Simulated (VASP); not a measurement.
# P: restarted molecular dynamics, 2 variants

P, R-3m (no. 166), 8 atoms in the cell. PBE, molecular dynamics; PAW potentials P (PBE set).

| Restart from | Temperature at the end (K) | The same without a restart (K) | Potential energy at the end (eV/atom) | The same without a restart (eV/atom) | Electronic steps in the first step after the restart | Time (s) |
|---|---|---|---|---|---|---|
| CONTCAR with velocities, WAVECAR read | 394.0 | 394.0 | -5.23536 | -5.23536 | 4 | 195 |
| CONTCAR with velocities, no WAVECAR | 394.0 | 394.0 | -5.23536 | -5.23536 | 13 | 174 |

Limits: 120 fs of 8 atoms are too short for converged averages; the cell is only 2.8 Å across, so each atom moves in step with near copies of itself.

## Input of the first row

INCAR.step1:
```
ALGO     = Fast           # electronic algorithm
ANDERSEN_PROB= 0.0          
EDIFF    = 1E-6           # SCF threshold, eV
ENCUT    = 260            # plane-wave cutoff, eV
GGA      = PE             # functional
IBRION   = 0              # ionic algorithm
ISIF     = 2              # what is computed and relaxed
ISMEAR   = -1             # smearing method
ISYM     = 0            
KPAR     = 2            
LASPH    = T              # aspherical terms in the spheres
LCHARG   = F              # write CHGCAR
LREAL    = Auto         
LWAVE    = T              # write WAVECAR
MDALGO   = 1            
NELM     = 60             # most SCF steps
NELMIN   = 4            
NSW      = 30             # ionic steps
POTIM    = 2.0            # step
PREC     = Normal         # precision mode
RANDOM_SEED= 634352 0 0   
SIGMA    = 0.05           # smearing width, eV
TEBEG    = 1000          
```

INCAR.step2, as INCAR.step1 but for:
```
- LWAVE = T
+ LWAVE = F
```

KPOINTS:
```
k-points
0
Monkhorst-Pack
  4 4 1
```

POSCAR.step1:
```
P
1.0
    1.7257251780      0.9963478961      3.1296800121
   -1.7257251780      0.9963478961      3.1296800121
    0.0000000000     -7.9707831684     12.5187200484
P
8
Direct
    0.7729197500      0.7729197500      0.1932299375
    0.7729197500      0.7729197500      0.4432299375
    0.7729197500      0.7729197500      0.6932299375
    0.7729197500      0.7729197500      0.9432299375
    0.2270802500      0.2270802500      0.0567700625
    0.2270802500      0.2270802500      0.3067700625
    0.2270802500      0.2270802500      0.5567700625
    0.2270802500      0.2270802500      0.8067700625
```

Commands (each step's output is kept before the next begins):
```
cat potpaw_PBE.64/P/POTCAR > POTCAR
cp INCAR.step1 INCAR
cp POSCAR.step1 POSCAR
mpirun -np 2 vasp_std > vasp.out
cp CONTCAR POSCAR
cp INCAR.step2 INCAR
mpirun -np 2 vasp_std > vasp.out
```

Changes of the last row against the first:
```
(step 1)
- LWAVE = True
+ LWAVE = False
```

VASP 6.6.1 took 195 s on 2 cores (Intel Xeon Platinum 8259CL @ 2.50GHz (Skylake/Cascade Lake)), a shared host.
